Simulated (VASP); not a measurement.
# C (P6_3/mmc) in VASP: settings compared, part 2 of 2

VASP 6.6.1. The steps go on from the part before.

## (5) Relaxation of cell and atoms, r2SCAN+rVV10

This run uses another cell than the first one, of 8.63 Å³/atom, 0.839 times its volume.

Input file INCAR:

```
PREC = Accurate
ENCUT = 600
EDIFF = 1E-7
ISMEAR = 0
SIGMA = 0.03
LREAL = False
LASPH = True
NELM = 80
ALGO = Normal
ISIF = 3
LWAVE = False
LCHARG = False
METAGGA = R2SCAN
LMIXTAU = True
LUSE_VDW = True
IVDW_NL = 2
BPARAM = 11.95
CPARAM = 0.0093
IBRION = 2
NSW = 90
EDIFFG = -0.005
```

Input file KPOINTS:

```
regular mesh
0
Gamma
  12 12 4
```

Input file POSCAR:

```
C                                       
1.0
    2.4560854289     -0.0000000000     -0.0000000000
   -1.2280427144      2.1270323753      0.0000000000
    0.0000000000     -0.0000000000      6.6096718155
  C             
     4
Direct
     0.0000000000000000    0.0000000000000000    0.2500000000000000
     0.0000000000000000    0.0000000000000000    0.7500000000000000
     0.3333333300000021    0.6666666699999979    0.2500000000000000
     0.6666666699999979    0.3333333300000021    0.7500000000000000
```

Command:

```sh
cat potpaw_PBE.64/C/POTCAR > POTCAR
mpirun -np 1 vasp_std > vasp.out
```

Run time: 5.3 min. Hardware: 1 thread of Intel Xeon 6975P-C (Granite Rapids), shared host; peak memory 0.26 GiB.

The run converged. Its results:

```
Free energy                            : -39.4359 eV
Relaxed volume                         : 8.62 Å³/atom
Relaxed cell                           : a = 2.456 Å, b = 2.456 Å, c = 6.601 Å, α = 90.00°, β = 90.00°, γ = 120.00°
Space group after relaxing (to 0.05 Å) : P6_3/mmc (No. 194)
Energy gained by relaxing              : 0.0 meV/atom
Ionic steps                            : 6
Pressure after relaxing                : 0.0 GPa
Band gap on the k mesh                 : none (metal or under the smearing width)
```

Final structure:
```yaml
crystal:
  lattice:
    - [2.45641, 0.00000, 0.00000]
    - [-1.22820, 2.12731, 0.00000]
    - [0.00000, 0.00000, 6.60129]
  atoms:
    - { symbol: C, position: [0.00000, 0.00000, 0.25000] }
    - { symbol: C, position: [0.00000, 0.00000, 0.75000] }
    - { symbol: C, position: [0.33333, 0.66667, 0.25000] }
    - { symbol: C, position: [0.66667, 0.33333, 0.75000] }
```

Levels at points of the mesh, in eV from the Fermi level:
| k point | band 6 | band 7 | band 8 | band 9 | band 10 | band 11 |
| --- | --- | --- | --- | --- | --- | --- |
| (0.00, 0.00, 0.00) | -3.18 | -3.16 | -3.16 | 4.50 | 8.73 | 8.73 |
| (0.50, 0.00, 0.00) | -6.75 | -2.99 | -2.21 | 1.62 | 2.40 | 7.55 |
| (0.00, 0.00, 0.50) | -3.17 | -3.17 | -3.17 | 7.43 | 7.43 | 8.76 |
| (0.50, 0.00, 0.50) | -6.78 | -2.52 | -2.52 | 1.76 | 1.76 | 7.78 |

Caveat: the PAW data sets were made with another functional, which shifts forces and pressure a little.

## (6) Relaxation of cell and atoms, PBE+D3(BJ)

Input file INCAR:

```
PREC = Accurate
ENCUT = 600
EDIFF = 1E-6
ISMEAR = 0
SIGMA = 0.03
LREAL = F
LASPH = T
NELM = 80
ALGO = Normal
ISIF = 3
LWAVE = F
LCHARG = F
GGA = PE
IVDW = 12
IBRION = 2
NSW = 90
EDIFFG = -0.01
KPAR = 4
```

Input file KPOINTS:

```
Automatic mesh
0
Gamma
  12 12 4
```

Input file POSCAR:

```
C
1.0
    2.4672912616      0.0000000000      0.0000000000
   -1.2336456308      2.1367369111      0.0000000000
    0.0000000000      0.0000000000      7.8030730000
C
4
Direct
    0.0000000000      0.0000000000      0.2500000000
    0.0000000000      0.0000000000      0.7500000000
    0.3333333300      0.6666666700      0.2500000000
    0.6666666700      0.3333333300      0.7500000000
```

Potentials or basis: VASP PAW PBE potentials, release 64 (C).

Command:

```sh
cat potpaw_PBE.64/C/POTCAR > POTCAR
mpirun -np 4 vasp_std > vasp.out
```

OUTCAR:

```text
PREC = Accurate
   ENCUT = 600
   EDIFF = 1E-6
   ISMEAR = 0
   LREAL = F
   LASPH = T
   NELM = 80
   ISIF = 3
   GGA = PE
   IVDW = 12
   IBRION = 2
   NSW = 90
   EDIFFG = -0.01
 IVDW          = 12

 ion  position               nearest neighbor table
   1  0.000  0.000  0.250-   3 1.42   3 1.42   3 1.42
   2  0.000  0.000  0.750-   4 1.42   4 1.42   4 1.42
   3  0.333  0.667  0.250-   1 1.42   1 1.42   1 1.42
   4  0.667  0.333  0.750-   2 1.42   2 1.42   2 1.42

  LATTYP: Found a hexagonal cell.
 ALAT       =     2.4672912616
 C/A-ratio  =     3.1626071561

  Lattice vectors:

 A1 = (   2.4672912616,   0.0000000000,   0.0000000000)
 A2 = (  -1.2336456308,   2.1367369111,   0.0000000000)
 A3 = (   0.0000000000,   0.0000000000,   7.8030730000)

Analysis of symmetry for initial positions (statically):
[... 1033 lines left out ...]
      5      -1.6769      2.00000
      6      -1.6587      2.00000
      7      -0.9251      2.00000
      8      -0.1120      2.00000
      9       8.8408      0.00000
     10       9.2662      0.00000
     11      11.5837      0.00000
     12      11.8260      0.00000

 [... further k-points ...]

[... ionic steps 4 to 9 ...]

--------------------------------------- Ionic step       10  -------------------------------------------

 number of electron      16.0000001 magnetization

------------------------ aborting loop because EDIFF is reached ----------------------------------------
[... 79 lines left out ...]
--------------------------------------- Ionic step       12  -------------------------------------------

 number of electron      16.0000001 magnetization

 Free energy of the ion-electron system (eV)
  ---------------------------------------------------
  ext. energy  EPLUGINS =         0.00000000
  ---------------------------------------------------
  free energy    TOTEN  =       -36.85738117 eV

  energy without entropy =      -36.85686002  energy(sigma->0) =      -36.85712059

 E-fermi :   4.6953     XC(G=0): -10.3433

 val. band max:        4.6937001861   @ k =   0.3333   0.3333   0.5000
 cond. band min:       4.6958019232   @ k =   0.3333   0.3333   0.2500
 fundamental gap:      0.0021017370
 Fermi energy:         4.6953468328
[... 395 lines left out ...]
  FREE ENERGIE OF THE ION-ELECTRON SYSTEM (eV)
  ---------------------------------------------------
  free  energy   TOTEN  =       -37.4849109918 eV

  energy  without entropy=      -37.4843898396  energy(sigma->0) =      -37.48465042

 reached required accuracy - stopping structural energy minimisation
```

Run time: 30 s. Hardware: 4 MPI ranks of AMD EPYC 9R45 (Zen 5), shared host; peak memory 0.17 GiB.

What came out:

```
Free energy                            : -37.4849 eV
Relaxed volume                         : 8.80 Å³/atom
Relaxed cell                           : a = 2.465 Å, b = 2.465 Å, c = 6.691 Å, α = 90.00°, β = 90.00°, γ = 120.00°
Space group after relaxing (to 0.05 Å) : P6_3/mmc (No. 194)
Energy gained by relaxing              : 15.3 meV/atom
Ionic steps                            : 12
Pressure after relaxing                : 0.1 GPa
Band gap on the k mesh                 : none (metal or under the smearing width)
Dispersion energy per atom             : -0.157 eV
```

Step by step:
```tsv
step	energy change (eV)	largest force (eV/Å)	pressure (GPa)	volume (Å³)
1	0.0000	0.0000	-1.12	41.14
2	-0.0034	0.0000	0.24	40.71
3	-0.0048	0.0000	1.67	40.28
4	-0.0057	0.0000	1.68	40.23
5	-0.0082	0.0000	1.53	40.06
6	-0.0133	0.0000	1.47	39.73
7	-0.0233	0.0000	1.18	39.07
8	-0.0417	0.0000	0.79	37.74
9	-0.0612	0.0000	0.17	35.08
10	-0.0612	0.0000	0.18	35.18
11	-0.0612	0.0000	-0.27	35.27
12	-0.0612	0.0000	0.07	35.20
```

Final structure:
```
CELL_PARAMETERS angstrom
2.46485 0.00000 0.00000
-1.23243 2.13462 0.00000
0.00000 0.00000 6.69061
ATOMIC_POSITIONS crystal
C 0.00000 0.00000 0.25000
C 0.00000 0.00000 0.75000
C 0.33333 0.66667 0.25000
C 0.66667 0.33333 0.75000
```

## (7) Overview

| level | k mesh | cutoff (eV) | grid for exact exchange (PRECFOCK) | screening parameter | mesh quality | gap on the mesh (eV) | pressure (GPa) | relaxed volume (Å³/atom) |
| --- | --- | --- | --- | --- | --- | --- | --- | --- |
| PBE+D3(BJ) | 12 × 12 × 4 | 600 | - | - | not flagged | none | 0.1 | 8.80 |
| HSE06 | 9 × 9 × 2 | 520 | Fast | 0.2 1/A | coarse | 0.03 | -0.1 | 9.70 |
| r2SCAN+rVV10 | 12 × 12 × 4 | 600 | - | - | not flagged | none | 0.0 | 8.62 |

Alike in all rows: task relaxation of cell and atoms; potentials or basis VASP PAW PBE potentials, release 64 (C); no spin polarisation; cell relaxed; smearing gaussian 0.03 eV.

Caveats: some runs use coarse meshes; the PAW data sets were made with another functional, which shifts forces and pressure a little (some runs); an odd mesh through Γ misses points on the zone boundary, where band edges often lie (some runs); this functional lacks dispersion, which binds the layers, so the pressure and a relaxed spacing across them are unreliable (some runs).

Total energies depend on the potentials used, so only differences within one code and one set of settings carry meaning.
